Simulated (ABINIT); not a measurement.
# BeS (F-43m): G0W0 with ABINIT, start to end, part 2 of 3

How does a plane-wave GW calculation on BeS (F-43m) run from the first input to the gap?

ABINIT 10.8.3; PBE and many-body steps on it, plane waves. Known limits of the many-body steps: not at the basis limit; coarse k mesh.

So far. Step 2 (Ground state): The gap is indirect, with the least direct gap 2.55 eV higher.

The database entry behind the starting cell differs from later determinations by our own check (0.1 to 0.3 % short, probably kX units), so it need not match the best structure at ambient conditions.

## (3) Bands along the symmetry lines

Level of this step: DFT, PBE, plane waves, norm-conserving pseudopotentials (ABINIT).

Levels along a band path, at the cheap level, show where the edges lie and whether the meshes to come will hold them.

run.abi

```
acell 3*1.0 Angstrom
rprim 
  0.000000000000 2.425000000000 2.425000000000
  2.425000000000 -0.000000000000 2.425000000000
  2.425000000000 2.425000000000 -0.000000000000
ntypat 2
znucl 4 16
natom 2
typat 1 2
xred 
  0.000000000000 0.000000000000 0.000000000000
  0.250000000000 0.250000000000 0.250000000000
pp_dirpath "pseudos"
pseudos "Be.upf, S.upf"
ecut 38
iscf -2
irdden 1
kptopt 0
nkpt 50
kpt 
  0.00000000 0.00000000 0.00000000
  -0.06250000 -0.06250000 0.00000000
  -0.12500000 -0.12500000 0.00000000
  -0.18750000 -0.18750000 0.00000000
  -0.25000000 -0.25000000 0.00000000
  -0.31250000 -0.31250000 0.00000000
  -0.37500000 -0.37500000 0.00000000
  -0.43750000 -0.43750000 0.00000000
  -0.50000000 -0.50000000 0.00000000
  -0.48437500 -0.48437500 0.03125000
  -0.46875000 -0.46875000 0.06250000
  -0.45312500 -0.45312500 0.09375000
  -0.43750000 -0.43750000 0.12500000
  -0.42187500 -0.42187500 0.15625000
  -0.40625000 -0.40625000 0.18750000
  -0.39062500 -0.39062500 0.21875000
  -0.37500000 -0.37500000 0.25000000
  -0.37500000 0.00000000 0.37500000
  -0.32812500 0.00000000 0.32812500
  -0.28125000 0.00000000 0.28125000
  -0.23437500 0.00000000 0.23437500
  -0.18750000 0.00000000 0.18750000
  -0.14062500 0.00000000 0.14062500
  -0.09375000 0.00000000 0.09375000
  -0.04687500 0.00000000 0.04687500
  0.00000000 0.00000000 0.00000000
  0.00000000 0.00000000 0.06250000
  0.00000000 0.00000000 0.12500000
  0.00000000 0.00000000 0.18750000
  0.00000000 0.00000000 0.25000000
  0.00000000 0.00000000 0.31250000
  0.00000000 0.00000000 0.37500000
  0.00000000 0.00000000 0.43750000
  -0.00000000 -0.00000000 0.50000000
  -0.06250000 -0.03125000 0.46875000
  -0.12500000 -0.06250000 0.43750000
  -0.18750000 -0.09375000 0.40625000
  -0.25000000 -0.12500000 0.37500000
  -0.31250000 -0.15625000 0.34375000
  -0.37500000 -0.18750000 0.31250000
  -0.43750000 -0.21875000 0.28125000
  -0.50000000 -0.25000000 0.25000000
  -0.50000000 -0.28125000 0.21875000
  -0.50000000 -0.31250000 0.18750000
  -0.50000000 -0.34375000 0.15625000
  -0.50000000 -0.37500000 0.12500000
  -0.50000000 -0.40625000 0.09375000
  -0.50000000 -0.43750000 0.06250000
  -0.50000000 -0.46875000 0.03125000
  -0.50000000 -0.50000000 0.00000000
istwfk *1
nband 12
nbdbuf 2
tolwfr 1e-08
nstep 40
prtwf 0
prtvol 0
indata_prefix "in"
outdata_prefix "out"
tmpdata_prefix "tmp"
```

Launch:

```sh
$ OMP_NUM_THREADS=1 mpirun -n 4 abinit run.abi > log
```

Numbers of over 12 decimals in the logs are rounded to 6 here.

The program printed:

```text
.Version 10.8.3 of ABINIT. v10.8.2 released Aug 2026.

 Symmetries : space group F-4 3 m (#216); Bravais cF (face-center cubic)
[... echo of the input left out ...]
== DATASET  1 ==================================================================
-   mpi_nproc: 4, omp_nthreads: 1 (-1 if OMP is not activated)

--- !DatasetInfo
iteration_state: {dtset: 1, }
dimensions: {natom: 2, nkpt: 50, mband: 12, nsppol: 1, nspinor: 1, nspden: 1, mpw: 2180, }
cutoff_energies: {ecut:  38.0, pawecutdg:  -1.0, }
electrons: {nelect:   1.00000000E+01, charge:   0.00000000E+00, occopt:   1.00000000E+00, tsmear:   1.00000000E-02, }

 Real(R)+Recip(G) space primitive vectors, cartesian coordinates (Bohr,Bohr^-1):
 R(1)=  0.0000000  4.5825859  4.5825859  G(1)= -0.1091087  0.1091087  0.1091087
 R(2)=  4.5825859  0.0000000  4.5825859  G(2)=  0.1091087 -0.1091087  0.1091087
 R(3)=  4.5825859  4.5825859  0.0000000  G(3)=  0.1091087  0.1091087 -0.1091087
 Unit cell volume ucvol=  1.9246946E+02 bohr^3
 Angles (23,13,12)=  6.00000000E+01  6.00000000E+01  6.00000000E+01 degrees

 getcut: wavevector=  0.0000  0.0000  0.0000  ngfft=  36  36  36
         ecut(hartree)=     38.000   => boxcut(ratio)=   2.00180

--- Pseudopotential description ------------------------------------------------
- Be Generated using ONCVPSP code by D. R. Hamann
-  4.00000   4.00000  171031                  znucl, zion, pspdat
12 -101130 1 -1 1358                          pspcod,pspxc,lmax,lloc,mmax
     nproj     2     2     0
  pspatm : epsatm=    3.09777737
         --- l  ekb(1:nproj) -->
             0   -6.963791   -2.566656
             1   -2.597416   -0.573818
 pspatm: atomic psp has been read  and splines computed

- S Generated using ONCVPSP code by D. R. Hamann
- 16.00000   6.00000  171031                  znucl, zion, pspdat
12 -101130 2 -1 1146                          pspcod,pspxc,lmax,lloc,mmax
     nproj     2     2     2
  pspatm : epsatm=    9.01821529
         --- l  ekb(1:nproj) -->
             0    6.763951    0.574108
[...]
pspatm: atomic psp has been read  and splines computed

--------------------------------------------------------------------------------

================================================================================
 prteigrs : about to open file out_EIG
 Non-SCF case, kpt    1 (  0.00000  0.00000  0.00000), residuals and eigenvalues=
  5.03E-09  3.05E-09  1.37E-09  4.81E-09  6.29E-09  1.76E-09  2.63E-09  4.09E-09
  2.33E-09  4.48E-09  5.33E-09  1.71E-06
 -3.4963E+00 -3.6259E-01  1.4045E-01  1.4045E-01  1.4045E-01  3.4860E-01
  3.4860E-01  3.4860E-01  3.5691E-01  6.0540E-01  6.0540E-01  6.8921E-01
 Non-SCF case, kpt    2 ( -0.06250 -0.06250  0.00000), residuals and eigenvalues=
  2.80E-09  7.91E-09  3.81E-09  9.03E-09  9.62E-09  9.61E-09  3.35E-09  6.05E-09
  1.96E-09  4.30E-09  9.13E-09  4.83E-07
 -3.4963E+00 -3.6040E-01  1.3025E-01  1.3428E-01  1.3428E-01  3.4211E-01
[...]
Non-SCF case, kpt    3 ( -0.12500 -0.12500  0.00000), residuals and eigenvalues=
  7.04E-09  1.85E-09  4.99E-09  3.28E-09  4.45E-09  2.59E-09  2.36E-09  3.84E-09
  2.06E-09  4.54E-09  9.82E-09  1.06E-06
[...]
Non-SCF case, kpt   49 ( -0.50000 -0.46875  0.03125), residuals and eigenvalues=
[...]
Non-SCF case, kpt   50 ( -0.50000 -0.50000  0.00000), residuals and eigenvalues=
[...]
-3.4963E+00 -2.8364E-01 -4.3696E-02  4.3492E-02  4.3492E-02  2.5487E-01
  3.2119E-01  6.0865E-01  6.0865E-01  7.1239E-01  7.2915E-01  7.5343E-01

--- !ResultsGS
iteration_state: {dtset: 1, }
comment   : Summary of ground state results
lattice_vectors:
- [  0.0000000,   4.5825859,   4.5825859, ]
- [  4.5825859,  -0.0000000,   4.5825859, ]
- [  4.5825859,   4.5825859,  -0.0000000, ]
lattice_lengths: [   6.48076,    6.48076,    6.48076, ]
lattice_angles: [ 60.000,  60.000,  60.000, ] # degrees, (23, 13, 12)
lattice_volume:   1.9246946E+02
convergence: {deltae:  0.000E+00, res2:  0.000E+00, residm:  9.989E-09, diffor:  0.000E+00, }
etotal    :  -2.50699179E+01
entropy   :   0.00000000E+00
fermie    :   1.40452550E-01
cartesian_stress_tensor: null
pressure_GPa: null
xred      :
- [  0.0000E+00,   0.0000E+00,   0.0000E+00, Be]
- [  2.5000E-01,   2.5000E-01,   2.5000E-01,  S]
cartesian_forces: null
force_length_stats: {min: null, max: null, mean: null, }

 Integrated electronic density in atomic spheres:
 ------------------------------------------------
 Atom  Sphere_radius  Integrated_density
[...]
================================================================================

 ----iterations are completed or convergence reached----

 Mean square residual over all n,k,spin=   46.529E-10; max=  99.888E-10
 reduced coordinates (array xred) for    2 atoms
       0.000000000000      0.000000000000      0.000000000000
       0.250000000000      0.250000000000      0.250000000000

 cartesian coordinates (angstrom) at end:
[...]
length scales=  1.889726125908  1.889726125908  1.889726125908 bohr
              =  1.000000000000  1.000000000000  1.000000000000 angstroms
 prteigrs : about to open file out_EIG
 Eigenvalues (hartree) for nkpt=  50  k points:
 kpt#   1, nband= 12, wtk=  1.00000, kpt=  0.0000  0.0000  0.0000 (reduced coord)
[...]
kpt#   2, nband= 12, wtk=  1.00000, kpt= -0.0625 -0.0625  0.0000 (reduced coord)
[...]
kpt#   3, nband= 12, wtk=  1.00000, kpt= -0.1250 -0.1250  0.0000 (reduced coord)
[...]
kpt#  49, nband= 12, wtk=  1.00000, kpt= -0.5000 -0.4687  0.0313 (reduced coord)
  -3.49633   -0.28357   -0.04313    0.04219    0.04231    0.25804    0.32376    0.60522
   0.60548    0.70512    0.71640    0.75108
 kpt#  50, nband= 12, wtk=  1.00000, kpt= -0.5000 -0.5000  0.0000 (reduced coord)
  -3.49633   -0.28364   -0.04370    0.04349    0.04349    0.25487    0.32119    0.60865
   0.60865    0.71239    0.72915    0.75343

== END DATASET(S) ==============================================================
================================================================================

 -outvars: echo values of variables after computation  --------
            nband          12
             nkpt          50
          spgroup         216
 [... the other variables as echoed above ...]

 Calculation completed.
```

It took 5.9 s on 4 MPI ranks of Arm Neoverse V1, shared host; peak memory 0.3 GiB.

This step gave:

```yaml
gap: 3.114 eV
k_of_the_valence_top: 0, 0, 0
k_of_the_conduction_bottom: -0.5, -0.5, 0
least_direct_gap: 5.655 eV
```

The gap is 3.114 eV, as in the run before at this level.

The electronic bands at the labelled points (eV, zero at the top of the highest filled band; v1 is the highest filled band, c1 the lowest empty one):

```
    point      v4     v3     v2     v1    c1    c2     c3     c4
        Γ  -13.69   0.00   0.00   0.00  5.66  5.66   5.66   5.89
  halfway  -12.80  -2.73  -1.61  -1.61  4.45  6.60   8.69   8.69
        X  -11.54  -5.01  -2.64  -2.64  3.11  4.92  12.74  12.74
  halfway  -11.53  -4.89  -3.19  -2.52  3.64  5.54  11.99  12.28
        U  -11.55  -4.55  -4.09  -2.19  4.36  7.50  10.53  11.34
jump to K  -11.55  -4.55  -4.09  -2.19  4.36  7.50  10.53  11.34
  halfway  -12.73  -3.52  -2.14  -0.59  6.32  6.89   7.23   8.66
        Γ  -13.69   0.00   0.00   0.00  5.66  5.66   5.66   5.89
  halfway  -13.02  -3.30  -0.60  -0.60  5.56  6.56   6.56   9.27
        L  -12.08  -5.78  -1.03  -1.03  5.48  6.55   6.55  11.22
  halfway  -11.81  -5.25  -2.77  -1.84  6.09  6.58   9.11  10.48
        W  -11.49  -4.24  -3.86  -3.34  6.46  8.08   8.44   8.84
  halfway  -11.51  -4.77  -3.12  -3.02  4.35  5.95  11.09  11.35
        X  -11.54  -5.01  -2.64  -2.64  3.11  4.92  12.74  12.74
```

The electronic bands as a text plot (rows in eV, shown from -8.0 to 9.1 only):

```
    8.8 |     ++            +++++                     +  +++
    8.0 |                     ++ ++        +         +   ++
    7.3 |  +++            +   +++  ++    ++         +   +  ++
    6.6 | +++ ++         +      ++++++  +  +++++++++++++ ++
    5.9 |++     ++      +     ++ ++++++++++++     +++++++  +++
    5.2 | ++++    ++++++   +++               +++++            +++
    4.5 |     ++         ++                                  +
    3.8 |       +++    ++                                     ++
    3.1 |          ++++                                         +
    2.3 |
    1.6 |
    0.9 |
    0.2 |*                         ******
   -0.5 | ***                   ******  *******
   -1.2 |  ***              **** ****    **    *******
   -1.9 |    *****       ***    *          *        ****
   -2.7 |     **  *******     ** **                   * *     ***
   -3.4 |       **     **   **  *           *          *******
   -4.1 |         *      ***  **             **          ***
   -4.8 |          ***********                 *       **   *****
   -5.5 |                                       *******
   -6.2 |
   -6.9 |
   -7.6 |
         Γ           X  U|K            Γ         L        W     X
```

## (4) Empty states on the mesh, 4×4×4 mesh, 30 bands

The sums over transitions need many empty states on a uniform mesh; this step solves for them.

run.abi

```
acell 3*1.0 Angstrom
rprim 
  0.000000000000 2.425000000000 2.425000000000
  2.425000000000 -0.000000000000 2.425000000000
  2.425000000000 2.425000000000 -0.000000000000
ntypat 2
znucl 4 16
natom 2
typat 1 2
xred 
  0.000000000000 0.000000000000 0.000000000000
  0.250000000000 0.250000000000 0.250000000000
pp_dirpath "pseudos"
pseudos "Be.upf, S.upf"
ecut 38
ngkpt 4 4 4
nshiftk 1
shiftk 0 0 0
kptopt 1
chksymbreak 0
iscf -2
irdden 1
istwfk *1
nband 30
nbdbuf 4
tolwfr 1e-09
nstep 60
prtvol 0
indata_prefix "in"
outdata_prefix "out"
tmpdata_prefix "tmp"
```

The program printed:

```text
.Version 10.8.3 of ABINIT. v10.8.2 released Aug 2026.

 Symmetries : space group F-4 3 m (#216); Bravais cF (face-center cubic)
[... echo of the input left out ...]
== DATASET  1 ==================================================================
-   mpi_nproc: 4, omp_nthreads: 1 (-1 if OMP is not activated)

--- !DatasetInfo
iteration_state: {dtset: 1, }
dimensions: {natom: 2, nkpt: 8, mband: 30, nsppol: 1, nspinor: 1, nspden: 1, mpw: 2180, }
cutoff_energies: {ecut:  38.0, pawecutdg:  -1.0, }
electrons: {nelect:   1.00000000E+01, charge:   0.00000000E+00, occopt:   1.00000000E+00, tsmear:   1.00000000E-02, }

 Real(R)+Recip(G) space primitive vectors, cartesian coordinates (Bohr,Bohr^-1):
 R(1)=  0.0000000  4.5825859  4.5825859  G(1)= -0.1091087  0.1091087  0.1091087
 R(2)=  4.5825859  0.0000000  4.5825859  G(2)=  0.1091087 -0.1091087  0.1091087
 R(3)=  4.5825859  4.5825859  0.0000000  G(3)=  0.1091087  0.1091087 -0.1091087
 Unit cell volume ucvol=  1.9246946E+02 bohr^3
 Angles (23,13,12)=  6.00000000E+01  6.00000000E+01  6.00000000E+01 degrees

 getcut: wavevector=  0.0000  0.0000  0.0000  ngfft=  36  36  36
         ecut(hartree)=     38.000   => boxcut(ratio)=   2.00180

--- Pseudopotential description ------------------------------------------------
- Be Generated using ONCVPSP code by D. R. Hamann
-  4.00000   4.00000  171031                  znucl, zion, pspdat
12 -101130 1 -1 1358                          pspcod,pspxc,lmax,lloc,mmax
     nproj     2     2     0
  pspatm : epsatm=    3.09777737
         --- l  ekb(1:nproj) -->
             0   -6.963791   -2.566656
             1   -2.597416   -0.573818
 pspatm: atomic psp has been read  and splines computed

- S Generated using ONCVPSP code by D. R. Hamann
- 16.00000   6.00000  171031                  znucl, zion, pspdat
12 -101130 2 -1 1146                          pspcod,pspxc,lmax,lloc,mmax
     nproj     2     2     2
  pspatm : epsatm=    9.01821529
         --- l  ekb(1:nproj) -->
             0    6.763951    0.574108
[...]
pspatm: atomic psp has been read  and splines computed

--------------------------------------------------------------------------------

================================================================================
 prteigrs : about to open file out_EIG
 Non-SCF case, kpt    1 (  0.00000  0.00000  0.00000), residuals and eigenvalues=
  8.25E-11  9.11E-11  2.47E-10  8.42E-10  8.55E-10  1.03E-10  2.13E-10  6.12E-10
  1.41E-10  7.81E-11  3.38E-10  6.91E-10  4.18E-11  1.02E-10  7.95E-10  8.05E-10
  1.61E-10  2.08E-10  3.83E-10  4.14E-10  4.44E-10  1.77E-10  7.70E-10  3.33E-10
  8.98E-10  3.14E-10  7.66E-10  8.08E-05  7.01E-04  1.51E-04
 -3.4963E+00 -3.6259E-01  1.4045E-01  1.4045E-01  1.4045E-01  3.4860E-01
  3.4860E-01  3.4860E-01  3.5691E-01  6.0540E-01  6.0540E-01  6.8921E-01
  7.4886E-01  7.4886E-01  7.4886E-01  9.3957E-01  1.1893E+00  1.1893E+00
  1.1893E+00  1.3611E+00  1.3611E+00  1.3611E+00  1.4033E+00  1.4033E+00
  1.6207E+00  1.6207E+00  1.6207E+00  1.9595E+00  1.9654E+00  1.9690E+00
 prteigrs : prtvol=0 or 1, do not print more k-points.

--- !ResultsGS
iteration_state: {dtset: 1, }
comment   : Summary of ground state results
lattice_vectors:
- [  0.0000000,   4.5825859,   4.5825859, ]
- [  4.5825859,  -0.0000000,   4.5825859, ]
- [  4.5825859,   4.5825859,  -0.0000000, ]
lattice_lengths: [   6.48076,    6.48076,    6.48076, ]
lattice_angles: [ 60.000,  60.000,  60.000, ] # degrees, (23, 13, 12)
lattice_volume:   1.9246946E+02
convergence: {deltae:  0.000E+00, res2:  0.000E+00, residm:  9.685E-10, diffor:  0.000E+00, }
etotal    :  -2.50699179E+01
entropy   :   0.00000000E+00
fermie    :   1.40452550E-01
cartesian_stress_tensor: null
pressure_GPa: null
xred      :
- [  0.0000E+00,   0.0000E+00,   0.0000E+00, Be]
- [  2.5000E-01,   2.5000E-01,   2.5000E-01,  S]
cartesian_forces: null
force_length_stats: {min: null, max: null, mean: null, }

 Integrated electronic density in atomic spheres:
 ------------------------------------------------
 Atom  Sphere_radius  Integrated_density
[...]
================================================================================

 ----iterations are completed or convergence reached----

 Mean square residual over all n,k,spin=   33.961E-11; max=  96.851E-11
 reduced coordinates (array xred) for    2 atoms
       0.000000000000      0.000000000000      0.000000000000
       0.250000000000      0.250000000000      0.250000000000

 cartesian coordinates (angstrom) at end:
    1      0.000000     0.000000     0.000000
    2      1.212500     1.212500     1.212500
 length scales=  1.889726125908  1.889726125908  1.889726125908 bohr
              =  1.000000000000  1.000000000000  1.000000000000 angstroms
 prteigrs : about to open file out_EIG
 Eigenvalues (hartree) for nkpt=   8  k points:
 kpt#   1, nband= 30, wtk=  0.01563, kpt=  0.0000  0.0000  0.0000 (reduced coord)
  -3.49631   -0.36259    0.14045    0.14045    0.14045    0.34860    0.34860    0.34860
   0.35691    0.60540    0.60540    0.68921    0.74886    0.74886    0.74886    0.93957
   1.18935    1.18935    1.18935    1.36106    1.36106    1.36106    1.40327    1.40327
   1.62066    1.62066    1.62066    1.95955    1.96542    1.96900
 prteigrs : prtvol=0 or 1, do not print more k-points.

== END DATASET(S) ==============================================================
================================================================================

 -outvars: echo values of variables after computation  --------
            nband          30
             nkpt           8
          spgroup         216
 [... the other variables as echoed above ...]

 Calculation completed.
```

The job ended after 3.3 s (4 MPI ranks; peak memory 0.29 GiB; 13 s of CPU time).

Numbers from this step:

```yaml
gap: 3.114 eV
k_of_the_valence_top: 0, 0, 0
k_of_the_conduction_bottom: 0.5, 0.5, 0
least_direct_gap: 5.664 eV
k_points_computed: 8
lowest_point_of_the_top_converged_band_above_the_valence_top: 37.24 eV
```

On this mesh the gap is 3.114 eV.

## (5) Screening, 4×4×4 mesh, 26 bands, screening to 108.8 eV

The RPA dielectric matrix is built and inverted for each q.

This step: RPA screening on PBE, plane waves, norm-conserving pseudopotentials.

run.abi: that of step 4 with these lines changed.

```diff
@@ -20,10 +20,11 @@
 chksymbreak 0
-iscf -2
-irdden 1
 istwfk *1
-nband 30
-nbdbuf 4
-tolwfr 1e-09
-nstep 60
-prtvol 0
+occopt 1
+irdwfk 1
+optdriver 3
+nband 26
+ecuteps 4
+inclvkb 2
+awtr 1
+symchi 1
 indata_prefix "in"
```

The program printed:

```text
.Version 10.8.3 of ABINIT. v10.8.2 released Aug 2026.

 Symmetries : space group F-4 3 m (#216); Bravais cF (face-center cubic)
[... echo of the input left out ...]
== DATASET  1 ==================================================================
-   mpi_nproc: 4, omp_nthreads: 1 (-1 if OMP is not activated)

--- !DatasetInfo
iteration_state: {dtset: 1, }
dimensions: {natom: 2, nkpt: 8, mband: 26, nsppol: 1, nspinor: 1, nspden: 1, mpw: 2180, }
cutoff_energies: {ecut:  38.0, pawecutdg:  -1.0, }
electrons: {nelect:   1.00000000E+01, charge:   0.00000000E+00, occopt:   1.00000000E+00, tsmear:   1.00000000E-02, }

 SCREENING: Calculation of the susceptibility and dielectric matrices

 Based on a program developped by R.W. Godby, V. Olevano, G. Onida, and L. Reining.
 Incorporated in ABINIT by V. Olevano, G.-M. Rignanese, and M. Torrent.
.Using double precision arithmetic ; gwpc =  8

[... cell and pseudopotentials left out ...]
--------------------------------------------------------------------------------

 ==== K-mesh for the wavefunctions ====
 Number of points in the irreducible wedge :     8
[... list of points left out ...]
 Together with 24 symmetry operations and time-reversal symmetry
 yields    64 points in the full Brillouin Zone.

 ==== Q-mesh for the screening function ====
 Number of points in the irreducible wedge :     8
[... list of points left out ...]
 Together with 24 symmetry operations and time-reversal symmetry
 yields    64 points in the full Brillouin Zone.

 setmesh: FFT mesh size selected  =    24x   24x   24
          total number of points  =        13824

 vcoul_init : cutoff-mode = AUXILIARY_FUNCTION
 q-points for optical limit:   1
     1)      0.000010    0.000020    0.000030

- screening: taking advantage of time-reversal symmetry
- Maximum band index for partially occupied states nbvw = 5
- Remaining bands to be divided among processors   nbcw = 21
- Number of bands treated by each node ~5

 Number of electrons calculated from density =   10.0000; Expected =   10.0000
 average of density, n =  0.051956
 r_s =    1.6625
 omega_plasma =   21.9874 [eV]

 calculating chi0 at frequencies [eV] :
  1    0.000000E+00    0.000000E+00
  2    0.000000E+00    2.198744E+01

--------------------------------------------------------------------------------
  q-point number  1        q = ( 0.000000, 0.000000, 0.000000) [r.l.u.]
--------------------------------------------------------------------------------
[... chi0 elements left out ...]
 For q-point:  0.000010 0.000020 0.000030
  dielectric constant =   5.7398
  dielectric constant without local fields =   6.6407

  Average fulfillment of the sum rule on Im[epsilon] for q-point    1 :     47.79  [%]
[... wings left out ...]
  q-point number  2        q = ( 0.250000, 0.000000, 0.000000) [r.l.u.]
--------------------------------------------------------------------------------
[... chi0 elements left out ...]
  Average fulfillment of the sum rule on Im[epsilon] for q-point    2 :     69.18  [%]

 [... 6 further q-points ...]
```

The job ended after 3.1 s (4 MPI ranks; peak memory 0.4 GiB).

This step gave:

```yaml
eps_infinity_with_local_fields_on_this_mesh_along_the_program_s_q_direction: 5.740
the_same_without_local_fields: 6.641
plasma_frequency: 21.99 eV
plane_waves_in_the_screening_matrix: 65
```

Local fields lower ε∞ by 14 %. On a Γ-centred mesh this coarse the value itself is usually too large, while a short band sum pulls it down.

(Part 2 of 3 ends here.)

[Paths, hosts, dates, memory and timing lines, banners, echoed tables and standing remarks are left out of the program output.]

[Logs are printed without paths, hosts, clocks, repeated set-up lines and the standing remarks that a program may print on its own settings, such as how far it seeks lower states.]

[Runs of the session that timed out or met a known fault of the program may be left out.]

[Hosts, paths, dates, database ids (printed as entryN), source tags and the programs' standing remarks are cut or masked in the printed files.]

[G0W0 gaps are taken among the corrected bands and points alone; a level outside them can change the order at an edge.]

[Where Ansatz stands beside ABINIT at settings called matched, ABINIT's density can come from a denser mesh and the files from another edition; pairs whose starting gaps differed by over 0.03 eV were left out, so agreement reads better than it is.]
